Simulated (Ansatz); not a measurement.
# Te2Pt (Moncheite) (P-3m1) in Ansatz: reference runs

How does Te2Pt (Moncheite) come out in PBEsol? The cell is run as given.

All numbers are computed with Ansatz 0.2.0; they aren't measurements. Logs are shortened: lines on timing, memory, paths and dates and some standing lists are left out, and cuts for length are marked.

## Step 1: The structure

Symmetry: P-3m1, No. 164, trigonal system. The conventional cell has a = 4.010 Å, b = 4.010 Å, c = 5.201 Å, α = 90.00°, β = 90.00°, γ = 120.00°. Pt (site symmetry -3m) is surrounded by 6 Te at 2.66 Å. Around Te (site symmetry 3m) lie 3 Pt at 2.66 Å.

## Step 2: Single point, PBEsol

input.yaml reads:

```yaml
crystal:
  lattice:
    - [4.01, 0.0, 0.0]
    - [-2.005, 3.4727618692, 0.0]
    - [0.0, 0.0, 5.201]
  atoms:
    - { symbol: Pt, position: [0.0, 0.0, 0.0] }
    - { symbol: Te, position: [0.6666666667, 0.3333333333, 0.75] }
    - { symbol: Te, position: [0.3333333333, 0.6666666667, 0.25] }
kpoints:
  mp_grid: { grid: [8, 8, 5] }
scf:
  occupations: { method: fermi_dirac, width: 0.05 }
hamiltonian:
  xc: pbesol
  pseudopotentials: { kind: all_electron, lapw: { basis_error: 0.001 } }
output:
  forces: true
  stress: true
  eigenvalues: true
  populations: true
```

Potentials or basis: all-electron LAPW, scalar-relativistic.

Run with:

```
$ ansatz run input.yaml --threads 2 --pin off --max-ram 8192MiB --backend cpu --events-out ev --progress --plain --runs-dir out
```

Standard output:

```text
Warning: RAYON_NUM_THREADS=2 ignored (pool sized by the plan → 2); use --threads N
Pt: projections on atomic orbitals take those of the free atom 1s2 2s2 2p6 3s2 3p6 3d10 4s2 4p6 4d10 4f14 5s2 5p6 5d9 6s1, of charge +0.00 (hamiltonian.pseudopotentials.projection_atoms)
Te: projections on atomic orbitals take those of the free atom 1s2 2s2 2p6 3s2 3p6 3d10 4s2 4p6 4d10 5s2 5p4, of charge +0.00 (hamiltonian.pseudopotentials.projection_atoms)
LAPW: plane waves up to 8.770 Å⁻¹, error target 1.0e-3 eV per atom; small_component_spin mean_spin; Te in spheres of 1.316 Å, 24 of its electrons in bands, Dirac shells []; Pt in spheres of 1.340 Å, 42 of its electrons in bands, Dirac shells [] (how accurate: hamiltonian.pseudopotentials.lapw.basis_error, Limitations)
Engine: ansatz 0.2.0, x86_64-unknown-linux-gnu
Pseudopotentials: kind: all_electron
Pseudopotential: Pt, LAPW, valence charge 42, lapw/all_electron/scalar/gaussian/Pt, Koelling and Harmon's equation, gaussian nucleus
Pseudopotential: Te, LAPW, valence charge 24, lapw/all_electron/scalar/gaussian/Te, Koelling and Harmon's equation, gaussian nucleus
Functional definition: PBEsol
  exchange = pbesol_x
  correlation = pbesol_c
Crystal: 3 atoms, lattice volume = 72.428 Å³
Basis set: ecut = 293.0153089564982 eV, 855 PW (Γ), exchange–correlation at level 2
Bands: 54, of which v1, the nominal top of the filled ones, is band 45 counted from 1 (44 counted from 0)
Symmetry: 12 space group operations
Space group: P-3m1 (ITA 164), of the structure as read, at distance tolerance 4.2e-5 Å
k-points: 40 of 320
Non-local potential: Pt, projectors of the file, none
Non-local potential: Te, projectors of the file, none
Initial density: superposition of atomic densities (chi_scale 0.1, normalization cell, long waves kept (reshape's long-wave potential 0.01 eV rms))
Initial wavefunctions: plane waves of lowest kinetic energy (no species holds an atomic orbital)
Functional: x = pbesol(κ = 0.804, μ = 0.12345679012345678), c = pbesol(β = 0.046)
iter 1 solved again at ethr=4.40e-4 eV; its pass at ethr=1.00e-1 eV (dr2=3.96e-1 eV) is discarded
SCF iter   1: F=—  HF=-870431.649759 eV  |F-HF|=—  |Δ(HF+E_count)|=         —  Δρ=2.61e-2  dr2=3.98e-1  ethr=4.40e-4  ⟨swp⟩=2.5  Hψ=13909  notcnv=0
preconditioner: auto → LDOS  [insulator: Δε(μ)=0.137 eV  Ē_g=11.269 eV  σ=0.050 eV  W_gap=0.52  n_scr=22 (ndim 8)  ℏωp=20.5 eV  f_vac=0.083  D(μ)=1.21/eV (n_scr^D=2)  ε∞_Penn≈4.3  β→1.0]
SCF iter   2: F=—  HF=-870431.402972 eV  |F-HF|=—  |Δ(HF+E_count)|=   2.47e-1  Δρ=7.69e-3  dr2=4.82e-2  ethr=4.40e-4  ⟨swp⟩=2.8  Hψ=6523  notcnv=0
iter 3 solved again at ethr=3.15e-6 eV; its pass at ethr=5.35e-5 eV (dr2=2.84e-3 eV) is discarded
SCF iter   3: F=—  HF=-870431.239100 eV  |F-HF|=—  |Δ(HF+E_count)|=   1.64e-1  Δρ=2.18e-3  dr2=2.82e-3  ethr=3.15e-6  ⟨swp⟩=2.0  Hψ=11276  notcnv=0
SCF iter   4: F=—  HF=-870431.222294 eV  |F-HF|=—  |Δ(HF+E_count)|=         —  Δρ=6.75e-4  dr2=2.47e-4  ethr=3.13e-6  ⟨swp⟩=2.8  Hψ=6197  notcnv=0
the basis was enlarged: its passes take 647.8 KiB over the memory plan, 2 of 2 planned eigensolver slots
SCF iter   5: F=—  HF=-870431.222210 eV  |F-HF|=—  |Δ(HF+E_count)|=   8.36e-5  Δρ=1.89e-4  dr2=2.21e-5  ethr=2.75e-7  ⟨swp⟩=2.0  Hψ=6105  notcnv=0
SCF iter   6: F=—  HF=-870431.222221 eV  |F-HF|=—  |Δ(HF+E_count)|=   1.03e-5  Δρ=3.83e-5  dr2=1.16e-6  ethr=2.45e-8  ⟨swp⟩=2.0  Hψ=6105  notcnv=0
SCF iter   7: F=-870431.222220 eV  HF=-870431.222220 eV  |F-HF|=2.70e-8  |Δ(HF+E_count)|=   9.76e-7  Δρ=1.13e-5  dr2=6.60e-8  ethr=1.29e-9  ⟨swp⟩=2.5  Hψ=6133  notcnv=0
SCF 1 converged in 7 iterations: F = -870431.222220 eV  dr2 = 6.60e-8
SCF converged after 7 iterations
Free energy (F): -870431.222220 eV
Harris-Foulkes:  -870431.222220 eV  (|F-HF|=2.70e-8)
Internal energy: -870431.208973 eV  (E = F + TS)
E sigma→0 (E₀):  -870431.215597 eV
Entropy (-TS):   -0.013246 eV (-4.415 meV/atom)
Fermi energy:    17.069169 eV
--- Per-component energies (eV) ---
  E_band       = -5815.215402
  E_kinetic    = 958998.978725
  E_xc         = -18979.526560
  E_electrostatic = -1810450.661139  (all electrons and nuclei)
  E_smearing   = -0.013246  (= −TS)
  E_closure    = 0.000000  (closes the sum)
  E_atoms      = -870416.047744  (free atoms, spherical and without spin; not in F)
  Σ components = -870431.222220   (vs F -870431.222220, Δ=0.00e0)
  Basis errors (estimates in eV, not in F): energy 4.2e-4 per atom: plane waves 3.7e-4 (2.1e-4 summed), levels above the bands 4.4e-70, relativity 3.5e-8, radial functions 4.4e-5, core shells 3.0e-7; eigenvalues (radial functions only) 1.2e-6; not estimated: angular momenta, meshes, grids; target (lapw.basis_error) 1.0e-3; muffin-tin radii Te 1.316 Å, Pt 1.340 Å
--- Forces (eV/Å), atoms counted from 1 ---
  atom   1  Pt    -0.00000000     0.00000000     0.00000000
  atom   2  Te    -0.00000000    -0.00000000    -0.73909551
  atom   3  Te     0.00000000     0.00000000     0.73909551
  max |Σ_I F_I| component: 1.31e-31 eV/Å
--- Stress (GPa, compression-positive) ---
        4.450310      -0.000000      -0.000000
       -0.000000       4.450310       0.000000
       -0.000000       0.000000       3.296316
  P = ⅓ Tr σ = 4.0656 GPa (40.656 kbar)
--- Band table (eV; the first three rows and the last of 40) ---
  k-point 0: bands = ["-286.9916", "-286.9916", "-286.9161", "-286.9161", "-286.9041", "-143.0031", "-143.0031", "-93.1106", "-93.1103", "-93.1071", "-93.1071", "-93.1071", "-93.1071", "-82.3769", "-50.9368", "-50.9237", "-50.9237", "-50.9020", "-50.8733", "-50.8733", "-50.8254", "-36.6188", "-36.6188", "-36.5004", "-20.5708", "-20.5708", "-20.5548", "-20.5539", "-20.5539", "-20.5538", "-20.5538", "-20.5509", "-20.5425", "-20.5425", "2.6449", "6.2115", "10.0494", "10.8768", "10.8768", "12.9657", "12.9657", "14.2410", "16.4031", "16.4031", "18.1592", "18.1592", "18.3374", "19.6303", "21.3025", "22.8205", "22.8205", "26.1771", "26.5625", "26.5625"]
  k-point 1: bands = ["-286.9916", "-286.9916", "-286.9161", "-286.9161", "-286.9041", "-143.0031", "-143.0031", "-93.1106", "-93.1104", "-93.1071", "-93.1071", "-93.1071", "-93.1071", "-82.3769", "-50.9368", "-50.9237", "-50.9237", "-50.9020", "-50.8733", "-50.8733", "-50.8254", "-36.6188", "-36.6188", "-36.5004", "-20.5692", "-20.5692", "-20.5553", "-20.5553", "-20.5544", "-20.5540", "-20.5540", "-20.5512", "-20.5424", "-20.5424", "2.8164", "5.6399", "10.7788", "10.9029", "10.9029", "12.9532", "12.9532", "14.2975", "16.1676", "16.1676", "17.4409", "18.5339", "18.5339", "19.9027", "21.9285", "22.5762", "22.5762", "25.5446", "25.6318", "25.6318"]
  k-point 2: bands = ["-286.9916", "-286.9916", "-286.9161", "-286.9161", "-286.9041", "-143.0031", "-143.0031", "-93.1105", "-93.1104", "-93.1071", "-93.1071", "-93.1071", "-93.1071", "-82.3769", "-50.9368", "-50.9237", "-50.9237", "-50.9020", "-50.8733", "-50.8733", "-50.8254", "-36.6188", "-36.6188", "-36.5004", "-20.5653", "-20.5653", "-20.5584", "-20.5584", "-20.5549", "-20.5549", "-20.5534", "-20.5521", "-20.5423", "-20.5423", "3.2358", "4.7464", "10.9463", "10.9463", "11.9539", "12.9350", "12.9350", "14.5252", "15.8673", "15.8673", "15.9626", "19.1556", "19.1556", "20.7308", "22.0683", "22.0683", "22.6763", "24.1341", "24.3504", "24.8836"]
  k-point 39: bands = ["-286.9916", "-286.9916", "-286.9161", "-286.9161", "-286.9041", "-143.0031", "-143.0031", "-93.1105", "-93.1105", "-93.1071", "-93.1071", "-93.1071", "-93.1071", "-82.3768", "-50.9368", "-50.9237", "-50.9237", "-50.9020", "-50.8733", "-50.8733", "-50.8254", "-36.6217", "-36.6208", "-36.5001", "-20.5655", "-20.5641", "-20.5622", "-20.5565", "-20.5534", "-20.5522", "-20.5514", "-20.5451", "-20.5439", "-20.5436", "4.9757", "5.1067", "10.1639", "10.7556", "11.1945", "12.3479", "12.7862", "13.1704", "13.3356", "14.1693", "14.4629", "18.7434", "19.3468", "22.1219", "23.1730", "24.0225", "24.3553", "25.1360", "25.7857", "26.3228"]
--- Löwdin populations: 3 sites ---
  site symbol       q [e]
     0     Pt     77.7561
     1     Te     51.9866
     2     Te     51.9866
  spilling = 0.001488 (of n_electrons = 182.000000)
```

Run time: 36 s. Hardware: 2 threads of Intel Xeon at 2.50GHz (Skylake/Cascade Lake), shared host; peak memory 0.59 GiB.

Results:

| Quantity | Value |
| --- | --- |
| Free energy | -870431.2222 eV |
| Pressure | 4.1 GPa |
| Largest force | 0.739 eV/Å |
| Band gap on the k mesh | none (metal or under the smearing width) |

Forces on the atoms (eV/Å):
```
Pt   0.000  0.000  0.000
Te   0.000  0.000 -0.739
Te   0.000  0.000  0.739
```

Stress tensor (GPa, compression positive):
```
4.45 0.00 0.00
0.00 4.45 0.00
0.00 0.00 3.30
```

Levels at points of the mesh, in eV from the Fermi level:
```csv
k point,band 43,band 44,band 45,band 46,band 47,band 48
"(0.00, 0.00, 0.00)",-0.67,-0.67,1.09,1.09,1.27,2.56
"(0.00, -0.50, 0.00)",-3.67,-3.59,-3.02,0.14,2.54,3.59
```

Spin-orbit coupling is left out, which matters for the levels of Pt, Te.
